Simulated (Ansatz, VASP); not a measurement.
# Two plane-wave programs on SnTe

```xyz
2
Lattice="0.0000 3.2126 3.2126 3.2126 0.0000 3.2126 3.2126 3.2126 0.0000" Properties=species:S:1:pos:R:3 pbc="T T T"
Te    3.2126    3.2126    3.2126
Sn    0.0000    0.0000    0.0000
```

Change from the starting cell: volume scaled by 1.06.

Alike in both runs: task single point; functional PBEsol; k mesh 7 × 7 × 7; occupations fermi-dirac, width 0.05 eV; no spin polarisation.

|  | VASP | Ansatz |
| --- | --- | --- |
| version | VASP 6.6.1 | Ansatz 0.2.0 |
| potentials or method | VASP PAW PBE potentials, release 64 (Te, Sn_d) | Ansatz PAW |
| plane-wave cutoff (eV) | 520 | 420 |
| valence electrons in the cell | 20 | 30 |

```csv
,VASP,Ansatz,Ansatz less VASP
gap on the k mesh at the Fermi level (eV),0.66,0.66,+0.001
least direct gap on the mesh (eV),0.66,0.66,+0.001
pressure (GPa),-2.7,-2.7,0.00
```

The functional is the same, so the differences come from potentials, cutoffs and numerics. The two sets of potentials don't hold the same shells in valence.

Caveats: the PAW data sets were made with another functional, which shifts forces and pressure a little (VASP); the PAW data sets come from PBE, with cores solved anew for the run's functional, which leaves a small shift of forces and pressure (Ansatz). The runs have no spin-orbit coupling, so splittings on Te are missing.
